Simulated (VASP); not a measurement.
Runs of VASP 6.6.1 on Mg. Symmetry: P6_3/mmc, No. 194, hexagonal system. Conventional cell: a = 3.209 Å, b = 3.209 Å, c = 5.210 Å, α = 90.00°, β = 90.00°, γ = 120.00°. Mg (site symmetry -6m2) has 12 Mg at 3.20 to 3.21 Å as nearest neighbours. 

| task | potentials or basis | cell | cutoff (eV) | gap on the mesh (eV) | pressure (GPa) | relaxed volume (Å³/atom) |
| --- | --- | --- | --- | --- | --- | --- |
| relaxation of cell and atoms | VASP PAW PBE potentials, release 64 (Mg) | relaxed | 580 | none | 0.0 | 22.93 |
| relaxation of cell and atoms | VASP PAW PBE potentials, release 64 (Mg_pv) | relaxed | 600 | none | 0.0 | (a) |
| relaxation of cell and atoms | VASP PAW PBE potentials, release 64 (Mg_GW) | relaxed | 630 | none | 0.0 | 22.93 |
| band structure | VASP PAW PBE potentials, release 64 (Mg_pv) | as given | 520 | - | -0.5 | - |

Alike in all rows: level PBE; no spin polarisation; k mesh 10 × 10 × 5; smearing fermi-dirac 0.05 eV.

Q: Fill in the values left out.

A: (a) 22.67.

A gap of «none» marks a metal or a gap under the smearing width.

The runs don't all hold the same shells in valence.
